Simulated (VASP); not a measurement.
A run of VASP 6.6.1 is set up as follows.

File INCAR:

```
SYSTEM = Hg
PREC = Accurate
ENCUT = 520
EDIFF = 1E-7
ISMEAR = 1
SIGMA = 0.1
LREAL = .FALSE.
LASPH = .TRUE.
NELM = 100
ALGO = Normal
ISIF = 2
LWAVE = .FALSE.
LCHARG = .TRUE.
GGA = PE
LELF = .TRUE.
LVHAR = .TRUE.
NBANDS = 12
```

KPOINTS

```
Automatic mesh
0
G
  9 9 9
  0 0 0
```

The input POSCAR:

```
Hg
1.0
    2.1243180000     -2.6725820000      0.0000000000
    2.1243180000      2.6725820000      0.0000000000
   -2.1151290000      0.0000000000      2.8921990000
Hg
1
Direct
    0.0000000000      0.0000000000      0.0000000000
```

Potentials or basis: VASP PAW PBE potentials, release 64 (Hg).

Command:

```bash
$ cat potpaw_PBE.64/Hg/POTCAR > POTCAR
$ mpirun -np 1 vasp_std > vasp.out
```

Estimate the pressure.

-0.5 GPa.

Predict the band gap on the k mesh.

none (metal or under the smearing width).

Stress tensor (GPa, compression positive):
```
-0.68  0.00  0.01
 0.00 -0.20  0.00
 0.01  0.00 -0.72
```

The run has no spin-orbit coupling, so splittings on Hg are missing.
